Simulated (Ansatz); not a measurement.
# Sn: how settings move the results

This session on Sn sets out to see how the k-point mesh on the displaced cell moves the results.

Program: Ansatz 0.2.0. Level of theory: DFT r2SCAN, scalar-relativistic, plane waves, PAW. These are calculated values, not measurements.

### 1 The system as given

Symmetry: I4/mmm, No. 139, tetragonal system. The conventional cell has a = 3.182 Å, b = 3.182 Å, c = 5.831 Å, α = 90.00°, β = 90.00°, γ = 90.00°. Sn (site symmetry 4/mmm) is surrounded by 4 Sn at 3.18 Å.

Structure file:

```xyz
1
Lattice="-1.5908 1.5908 2.9156 1.5908 -1.5908 2.9156 1.5908 1.5908 -2.9156" Properties=species:S:1:pos:R:3 pbc="T T T"
Sn    0.0000    0.0000    0.0000
```

The structure comes from the Crystallography Open Database; it is used as listed.

### 2 The base input

File input.yaml:

```yaml
crystal:
  lattice:
    - [-1.59075, 1.59075, 2.91565]
    - [1.59075, -1.59075, 2.91565]
    - [1.59075, 1.59075, -2.91565]
  atoms:
    - { symbol: Sn, position: [0.0, 0.0, 0.0] }
basis:
  ecutwfc: 500
kpoints:
  mp_grid: { grid: [18, 18, 18] }
hamiltonian:
  xc: r2scan
scf:
  occupations: { method: gaussian, width: 0.1 }
output:
  forces: true
  stress: true
  eigenvalues: true
  populations: true
```

It was run beforehand and gave: -6038.3615 eV/atom at zero smearing, pressure -2.79 GPa, largest force 0.000 eV/Å, no gap on the mesh, in 6 SCF cycles and 36 s.

The runs on the displaced cell use a copy made earlier, with the atoms moved and the axes strained (about 1 %) at random, so that forces and shear stress do not vanish.

### 3 K-point mesh on the displaced cell set to 1×1×1

File input.yaml:

```yaml
crystal:
  lattice:
    - [-1.6699823017, 1.6012490569, 2.9485459965]
    - [1.5929958988, -1.6401902459, 2.9277889015]
    - [1.6406000725, 1.6108080167, -2.9697919267]
  atoms:
    - { symbol: Sn, position: [0.0135029841, 0.0064505195, 0.0307360422] }
basis:
  ecutwfc: 500
kpoints:
  mp_grid: { grid: [1, 1, 1] }
hamiltonian:
  xc: r2scan
scf:
  occupations: { method: gaussian, width: 0.1 }
output:
  forces: true
  stress: true
  eigenvalues: true
```

On the command line:

```sh
$ ansatz run input.yaml --threads 1 --pin off --max-ram 2560MiB --backend cpu --events-out ev --progress --plain --runs-dir out
```

The session goes on with these runs: K-point mesh on the displaced cell set to 2×2×4; K-point mesh on the displaced cell: 4×4×4; K-point mesh on the displaced cell set to 4×4×6; K-point mesh on the displaced cell set to 6×6×8; K-point mesh on the displaced cell set to 8×8×8.

What results come out of these runs, taken together?

**Answer**, as computed:

| quantity | value |
| --- | --- |
| k-point mesh on the displaced cell: within 10 and 1 meV/atom of 10×10×12 from | none of the others for 10; none of the others for 1 |

The last step in the k-point mesh on the displaced cell still changes the energy by 22.3 meV/atom: the series is not settled to 1 meV/atom. The gaps on the coarsest meshes are artefacts of sampling: the crystal is a metal on the dense ones. The error changes sign along the series, since a k mesh isn't variational, and a metal needs dense meshes to resolve its Fermi surface.

Spin-orbit coupling is left out, though the cell holds Sn; it can move the gap.
